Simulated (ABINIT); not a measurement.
**A GW run on BN (Qingsongite) in ABINIT, with inputs changed**

A base run on BN (Qingsongite), then changed inputs.

Method: PBE and many-body steps on it, plane waves, in ABINIT 10.8.3.

**1. Starting point**

The structure is cubic, space group F-43m (No. 216). Conventional cell: a = 3.615 Å, b = 3.615 Å, c = 3.615 Å, α = 90.00°, β = 90.00°, γ = 90.00°. Nearest to B lie 4 N at 1.57 Å. Nearest to N lie 4 B at 1.57 Å. Farther neighbours and most contacts between anions are not listed.

The cell and positions come from the Crystallography Open Database and are kept as given unless a step says otherwise.

**2. Screening, 8×8×8 mesh, 103 bands, screening to 304.8 eV**

This step: ABINIT 10.8.3; RPA screening on PBE, plane waves, norm-conserving pseudopotentials.

The RPA dielectric matrix is built and inverted for each q.

run.abi

```
acell 3*1.0 Angstrom
rprim 
  -0.000000000000 1.807500000000 1.807500000000
  1.807500000000 0.000000000000 1.807500000000
  1.807500000000 1.807500000000 -0.000000000000
ntypat 2
znucl 5 7
natom 2
typat 1 2
xred 
  0.000000000000 0.000000000000 0.000000000000
  0.250000000000 0.250000000000 0.250000000000
pp_dirpath "pseudos"
pseudos "B.upf, N.upf"
ecut 36
ngkpt 8 8 8
nshiftk 1
shiftk 0 0 0
kptopt 1
chksymbreak 0
istwfk *1
occopt 1
irdwfk 1
optdriver 3
nband 103
ecuteps 11.2
inclvkb 2
awtr 1
symchi 1
indata_prefix "in"
outdata_prefix "out"
tmpdata_prefix "tmp"
```

The run is started by

```console
$ OMP_NUM_THREADS=1 mpirun -n 4 abinit run.abi > log
```

The program printed:

```text
.Version 10.8.3 of ABINIT. v10.8.2 released Aug 2026.

 Symmetries : space group F-4 3 m (#216); Bravais cF (face-center cubic)
[... echo of the input left out ...]
== DATASET  1 ==================================================================
-   mpi_nproc: 4, omp_nthreads: 1 (-1 if OMP is not activated)

--- !DatasetInfo
iteration_state: {dtset: 1, }
dimensions: {natom: 2, nkpt: 29, mband: 103, nsppol: 1, nspinor: 1, nspden: 1, mpw: 869, }
cutoff_energies: {ecut:  36.0, pawecutdg:  -1.0, }
electrons: {nelect:   8.00000000E+00, charge:   0.00000000E+00, occopt:   1.00000000E+00, tsmear:   1.00000000E-02, }

 SCREENING: Calculation of the susceptibility and dielectric matrices

 Based on a program developped by R.W. Godby, V. Olevano, G. Onida, and L. Reining.
 Incorporated in ABINIT by V. Olevano, G.-M. Rignanese, and M. Torrent.
.Using double precision arithmetic ; gwpc =  8

[... cell and pseudopotentials left out ...]
--------------------------------------------------------------------------------

 ==== K-mesh for the wavefunctions ====
 Number of points in the irreducible wedge :    29
[... list of points left out ...]
 Together with 24 symmetry operations and time-reversal symmetry
 yields   512 points in the full Brillouin Zone.

 ==== Q-mesh for the screening function ====
 Number of points in the irreducible wedge :    29
[... list of points left out ...]
 Together with 24 symmetry operations and time-reversal symmetry
 yields   512 points in the full Brillouin Zone.

 setmesh: FFT mesh size selected  =    20x   20x   20
          total number of points  =         8000

 vcoul_init : cutoff-mode = AUXILIARY_FUNCTION
 q-points for optical limit:   1
     1)      0.000010    0.000020    0.000030

- screening: taking advantage of time-reversal symmetry
- Maximum band index for partially occupied states nbvw = 4
- Remaining bands to be divided among processors   nbcw = 99
- Number of bands treated by each node ~24

 Number of electrons calculated from density =    8.0000; Expected =    8.0000
 average of density, n =  0.100376
 r_s =    1.3348
 omega_plasma =   30.5612 [eV]

 calculating chi0 at frequencies [eV] :
  1    0.000000E+00    0.000000E+00
  2    0.000000E+00    3.056116E+01

--------------------------------------------------------------------------------
  q-point number  1        q = ( 0.000000, 0.000000, 0.000000) [r.l.u.]
--------------------------------------------------------------------------------
[... chi0 elements left out ...]
 For q-point:  0.000010 0.000020 0.000030
  dielectric constant =   4.3109
  dielectric constant without local fields =   4.6611

  Average fulfillment of the sum rule on Im[epsilon] for q-point    1 :     93.78  [%]
[... wings left out ...]
  q-point number  2        q = ( 0.125000, 0.000000, 0.000000) [r.l.u.]
--------------------------------------------------------------------------------
[... chi0 elements left out ...]
  Average fulfillment of the sum rule on Im[epsilon] for q-point    2 :     99.52  [%]

 [... 27 further q-points ...]
```

It took 67 s on 4 MPI ranks of Arm Neoverse V2, shared host; peak memory 0.83 GiB; 4.5 min of CPU time.

Numbers from this step:

* ε∞ with local fields, on this mesh, along the program's q direction: 4.311
* the same without local fields: 4.661
* plasma frequency: 30.56 eV
* plane waves in the screening matrix: 137

Local fields lower ε∞ by 8 %.

**3. Base**

The self-energy is evaluated for the states that the input lists, and the levels follow from it, in one-shot runs by the linearised quasiparticle equation.

This step: G0W0 on PBE, plane waves, norm-conserving pseudopotentials.

Edit run.abi of step 2 so:

```diff
@@ -23,8 +23,17 @@
 irdwfk 1
-optdriver 3
+optdriver 4
 nband 103
+gwcalctyp 0
+ecutsigx 36
+symsigma 1
+nkptgw 2
+kptgw 
+  0.0000000000 0.0000000000 0.0000000000
+  0.5000000000 0.5000000000 0.0000000000
+bdgw 
+  2 7
+  3 6
 ecuteps 11.2
-inclvkb 2
-awtr 1
-symchi 1
+irdscr 1
+ppmodel 1
 indata_prefix "in"
```

The program printed:

```text
.Version 10.8.3 of ABINIT. v10.8.2 released Aug 2026.

 Symmetries : space group F-4 3 m (#216); Bravais cF (face-center cubic)
[... echo of the input left out ...]
== DATASET  1 ==================================================================
-   mpi_nproc: 4, omp_nthreads: 1 (-1 if OMP is not activated)

--- !DatasetInfo
iteration_state: {dtset: 1, }
dimensions: {natom: 2, nkpt: 29, mband: 103, nsppol: 1, nspinor: 1, nspden: 1, mpw: 869, }
cutoff_energies: {ecut:  36.0, pawecutdg:  -1.0, }
electrons: {nelect:   8.00000000E+00, charge:   0.00000000E+00, occopt:   1.00000000E+00, tsmear:   1.00000000E-02, }

 SIGMA: Calculation of the GW corrections

 Based on a program developped by R.W. Godby, V. Olevano, G. Onida, and L. Reining.
 Incorporated in ABINIT by V. Olevano, G.-M. Rignanese, and M. Torrent.
.Using double precision arithmetic ; gwpc =  8

[... cell and pseudopotentials left out ...]
--------------------------------------------------------------------------------

 ==== K-mesh for the wavefunctions ====
 Number of points in the irreducible wedge :    29
[... list of points left out ...]
 Together with 24 symmetry operations and time-reversal symmetry
 yields   512 points in the full Brillouin Zone.

 ==== Q-mesh for screening function ====
 Number of points in the irreducible wedge :    29
[... list of points left out ...]
 Together with 24 symmetry operations and time-reversal symmetry
 yields   512 points in the full Brillouin Zone.

 vcoul_init : cutoff-mode = AUXILIARY_FUNCTION
 q-points for optical limit:   1
     1)      0.000010    0.000020    0.000030
 setmesh: FFT mesh size selected  =    25x   25x   25
          total number of points  =        15625

 Number of electrons calculated from density =    8.0000; Expected =    8.0000
 average of density, n =  0.100376
 r_s =    1.3348
 omega_plasma =   30.5612 [eV]

 === KS Band Gaps ===
  >>>> For spin  1
   Minimum direct gap =   8.8782 [eV], located at k-point      :   0.0000  0.0000  0.0000
   Fundamental gap    =   4.5349 [eV], Top of valence bands at :   0.0000  0.0000  0.0000
                                       Bottom of conduction at :   0.5000  0.5000  0.0000
 SIGMA fundamental parameters:
 PLASMON POLE MODEL  1
 number of plane-waves for SigmaX                  869
 number of plane-waves for SigmaC and W            137
 number of plane-waves for wavefunctions           869
 number of bands                                   103
 number of independent spin polarizations            1
 number of spinorial components                      1
 number of k-points in IBZ                          29
 number of q-points in IBZ                          29
 number of symmetry operations                      24
 number of k-points in BZ                          512
 number of q-points in BZ                          512
 number of frequencies for dSigma/dE                 9
 frequency step for dSigma/dE [eV]                0.25
 number of omega for Sigma on real axis              0
 max omega for Sigma on real axis  [eV]           0.00
 zcut for avoiding poles [eV]                     0.10

 EPSILON^-1 parameters (SCR file):
 dimension of the eps^-1 matrix on file            137
 dimension of the eps^-1 matrix used               137
 number of plane-waves for wavefunctions           869
 number of bands                                   103
 number of q-points in IBZ                          29
 number of frequencies                               2
 number of real frequencies                          1
 number of imag frequencies                          1

 matrix elements of self-energy operator (all in [eV])

 Perturbative Calculation

--- !SelfEnergy_ee
iteration_state: {dtset: 1, }
kpoint     : [   0.000,    0.000,    0.000, ]
spin       : 1
KS_gap     :    8.878
QP_gap     :   10.971
Delta_QP_KS:    2.093
data: !SigmaeeData |
     Band     E0 <VxcDFT>   SigX SigC(E0)      Z dSigC/dE  Sig(E)    E-E0       E
        2   8.220 -18.520 -22.080   2.384   0.827  -0.209 -19.492  -0.973   7.248
        3   8.220 -18.520 -22.080   2.384   0.827  -0.209 -19.492  -0.973   7.248
        4   8.220 -18.520 -22.080   2.384   0.827  -0.209 -19.492  -0.973   7.248
        5  17.099 -13.778  -7.152  -5.297   0.842  -0.187 -12.658   1.120  18.219
        6  17.099 -13.778  -7.152  -5.297   0.842  -0.187 -12.658   1.120  18.219
        7  17.099 -13.778  -7.152  -5.297   0.842  -0.187 -12.658   1.120  18.219

--- !SelfEnergy_ee
iteration_state: {dtset: 1, }
kpoint     : [   0.500,    0.500,    0.000, ]
spin       : 1
KS_gap     :    9.442
QP_gap     :   11.422
Delta_QP_KS:    1.980
data: !SigmaeeData |
     Band     E0 <VxcDFT>   SigX SigC(E0)      Z dSigC/dE  Sig(E)    E-E0       E
        3   3.313 -16.496 -21.657   3.411   0.815  -0.227 -17.923  -1.426   1.887
        4   3.313 -16.496 -21.657   3.411   0.815  -0.227 -17.923  -1.426   1.887
        5  12.755 -12.570  -7.394  -4.527   0.854  -0.171 -12.016   0.554  13.309
        6  17.562 -12.696  -6.779  -5.121   0.851  -0.176 -12.019   0.677  18.239

== END DATASET(S) ==============================================================
================================================================================

 -outvars: echo values of variables after computation  --------
           etotal      0.0000000000E+00
            nband         103
             nkpt          29
          spgroup         216
 [... the other variables as echoed above ...]

 Calculation completed.
```

Run time: 9.7 s. Hardware: 4 MPI ranks; peak memory 0.83 GiB; 38 s of CPU time.

This step gave:

* G0W0 gap on the points computed: 6.061 eV
* starting gap on the mesh: 4.535 eV
* k of the valence top: 0, 0, 0
* k of the conduction bottom: 0.5, 0.5, 0
* Z at the valence top: 0.827
* Z at the conduction bottom: 0.854
* least direct G0W0 gap on the computed points: 10.97 eV

The gap on the mesh goes from 4.53 eV to 6.06 eV, a correction of +1.53 eV.

**4. Coulomb singularity**

Edit run.abi of step 3 so:

```diff
@@ -38,2 +38,3 @@
 ppmodel 1
+gw_icutcoul 3
 indata_prefix "in"
```

The program printed:

```text
.Version 10.8.3 of ABINIT. v10.8.2 released Aug 2026.

 Symmetries : space group F-4 3 m (#216); Bravais cF (face-center cubic)
[... echo of the input left out ...]
== DATASET  1 ==================================================================
-   mpi_nproc: 4, omp_nthreads: 1 (-1 if OMP is not activated)

--- !DatasetInfo
iteration_state: {dtset: 1, }
dimensions: {natom: 2, nkpt: 29, mband: 103, nsppol: 1, nspinor: 1, nspden: 1, mpw: 869, }
cutoff_energies: {ecut:  36.0, pawecutdg:  -1.0, }
electrons: {nelect:   8.00000000E+00, charge:   0.00000000E+00, occopt:   1.00000000E+00, tsmear:   1.00000000E-02, }

 SIGMA: Calculation of the GW corrections

 Based on a program developped by R.W. Godby, V. Olevano, G. Onida, and L. Reining.
 Incorporated in ABINIT by V. Olevano, G.-M. Rignanese, and M. Torrent.
.Using double precision arithmetic ; gwpc =  8

[... cell and pseudopotentials left out ...]
--------------------------------------------------------------------------------

 ==== K-mesh for the wavefunctions ====
 Number of points in the irreducible wedge :    29
[... list of points left out ...]
 Together with 24 symmetry operations and time-reversal symmetry
 yields   512 points in the full Brillouin Zone.

 ==== Q-mesh for screening function ====
 Number of points in the irreducible wedge :    29
[... list of points left out ...]
 Together with 24 symmetry operations and time-reversal symmetry
 yields   512 points in the full Brillouin Zone.

 vcoul_init : cutoff-mode = CRYSTAL
 q-points for optical limit:   1
     1)      0.000010    0.000020    0.000030
 setmesh: FFT mesh size selected  =    25x   25x   25
          total number of points  =        15625

 Number of electrons calculated from density =    8.0000; Expected =    8.0000
[...]
number of omega for Sigma on real axis              0
 max omega for Sigma on real axis  [eV]           0.00
 zcut for avoiding poles [eV]                     0.10

 EPSILON^-1 parameters (SCR file):
 dimension of the eps^-1 matrix on file            137
 dimension of the eps^-1 matrix used               137
 number of plane-waves for wavefunctions           869
 number of bands                                   103
 number of q-points in IBZ                          29
 number of frequencies                               2
 number of real frequencies                          1
 number of imag frequencies                          1

 matrix elements of self-energy operator (all in [eV])

 Perturbative Calculation

--- !SelfEnergy_ee
iteration_state: {dtset: 1, }
kpoint     : [   0.000,    0.000,    0.000, ]
spin       : 1
KS_gap     :    8.878
QP_gap     :   10.907
Delta_QP_KS:    2.029
data: !SigmaeeData |
     Band     E0 <VxcDFT>   SigX SigC(E0)      Z dSigC/dE  Sig(E)    E-E0       E
        2   8.220 -18.520 -21.690   2.234   0.830  -0.204 -19.297  -0.777   7.443
        3   8.220 -18.520 -21.690   2.234   0.830  -0.204 -19.297  -0.777   7.443
        4   8.220 -18.520 -21.690   2.234   0.830  -0.204 -19.297  -0.777   7.443
[...]
--- !SelfEnergy_ee
iteration_state: {dtset: 1, }
kpoint     : [   0.500,    0.500,    0.000, ]
spin       : 1
KS_gap     :    9.442
QP_gap     :   11.362
Delta_QP_KS:    1.920
data: !SigmaeeData |
     Band     E0 <VxcDFT>   SigX SigC(E0)      Z dSigC/dE  Sig(E)    E-E0       E
[...]
5  12.755 -12.570  -7.394  -4.378   0.858  -0.166 -11.886   0.684  13.440
        6  17.562 -12.696  -6.779  -4.972   0.854  -0.171 -11.888   0.807  18.369

== END DATASET(S) ==============================================================
================================================================================

 -outvars: echo values of variables after computation  --------
           etotal      0.0000000000E+00
            nband         103
             nkpt          29
          spgroup         216
 [... the other variables as echoed above ...]

 Calculation completed.
```

Elapsed: 9.7 s, on 4 MPI ranks; peak memory 0.83 GiB.

This step gave:

```
G0W0 gap on the points computed              : 5.997 eV
starting gap on the mesh                     : 4.535 eV
k of the valence top                         : 0, 0, 0
k of the conduction bottom                   : 0.5, 0.5, 0
Z at the valence top                         : 0.83
Z at the conduction bottom                   : 0.858
least direct G0W0 gap on the computed points : 10.91 eV
```

Against G0W0 in ABINIT (8×8×8 mesh, 103 bands, screening to 304.8 eV, Godby-Needs plasmon pole), the gap moves by −0.064 eV.

**5. Side by side**

Times are wall times on 4 MPI ranks of Arm Neoverse V2, shared host, good to a factor of about two. A run's time includes the screening step that it read.

| run | mesh | bands | screening cutoff (eV) | DFT gap (eV) | gap on the mesh (eV) | direct (eV) | ε∞ used | time |
| --- | --- | --- | --- | --- | --- | --- | --- | --- |
| base | 8×8×8 | 103 | 304.8 | 4.535 | 6.061 | 10.971 | 4.31 | 77 s |
| Coulomb singularity | 8×8×8 | 103 | 304.8 | 4.535 | 5.997 | 10.907 | 4.31 | 77 s |

**6. What came out**

- base: 6.061 eV
- Coulomb singularity: 5.997 eV
- known limits: not at the basis limit

What this shows: Coulomb singularity: −0.064 eV against base (keys changed: gw_icutcoul). Bands and cutoff are finite, so the gap is not at the basis limit. The miss can reach some tenths of an eV and take either sign; the mesh is an error of its own. In the G0W0 runs levels were corrected at 2 k points alone, so a gap called «on the mesh» is the least over those, and an edge elsewhere would be missed.

[Paths, hosts, dates, memory and timing lines, banners, echoed tables and standing remarks are left out of the program output.]

[Logs are printed without paths, hosts, clocks, repeated set-up lines and the standing remarks that a program may print on its own settings, such as how far it seeks lower states.]

[Runs of the session that timed out or met a known fault of the program may be left out.]

[Hosts, paths, dates, database ids (printed as entryN), source tags and the programs' standing remarks are cut or masked in the printed files.]

[G0W0 gaps are taken among the corrected bands and points alone; a level outside them can change the order at an edge.]

[Where Ansatz stands beside ABINIT at settings called matched, ABINIT's density can come from a denser mesh and the files from another edition; pairs whose starting gaps differed by over 0.03 eV were left out, so agreement reads better than it is.]
